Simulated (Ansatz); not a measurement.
Input and command of a plane-wave DFT calculation in Ansatz:

```yaml
crystal:
  lattice:
    - [-2.612066564, -2.8511133374, 0.0]
    - [2.612066564, -2.8511133374, 0.0]
    - [0.0, -1.9005521507, 9.8733758587]
  atoms:
    - { symbol: Ge, position: [-0.1293761666, -0.1293761666, 0.3881673166] }
    - { symbol: Ge, position: [0.2039738334, 0.2039738334, 0.8881673166] }
    - { symbol: Ge, position: [-0.2784830434, -0.2784830434, 0.8355326834] }
    - { symbol: Ge, position: [0.3881669566, 0.3881669566, 0.3355326834] }
    - { symbol: Ge, position: [0.1899821283, 0.1899821283, 0.11185] }
    - { symbol: Ge, position: [0.5233321283, 0.5233321283, 0.61185] }
    - { symbol: Ge, position: [0.7354586617, 0.7354586617, 0.11185] }
    - { symbol: Ge, position: [0.0688086617, 0.0688086617, 0.61185] }
basis:
  ecutwfc: 420
kpoints:
  mp_grid: { grid: [12, 12, 5] }
hamiltonian:
  xc: pbesol
scf:
  occupations: { method: gaussian, width: 0.15 }
output:
  forces: true
  stress: true
  eigenvalues: true
  write_density: true
  write_potential: true
  elf: true
  volumetric_format: npy
```

```bash
ansatz run input.yaml --threads 2 --pin off --max-ram 5120MiB --backend cpu --events-out ev --progress --plain --runs-dir out
```

Processor: Arm Neoverse V2, 2 threads, on a host shared with other jobs.

Problem. How long does it run, and how much memory does it take?

Solution. About 120 s on 2 threads of Arm Neoverse V2 (shared host), peak memory 1.4 GiB. It solves 68 bands at 199 k points (the mesh reduced by symmetry) with about 2891 plane waves, in 7 SCF iterations.
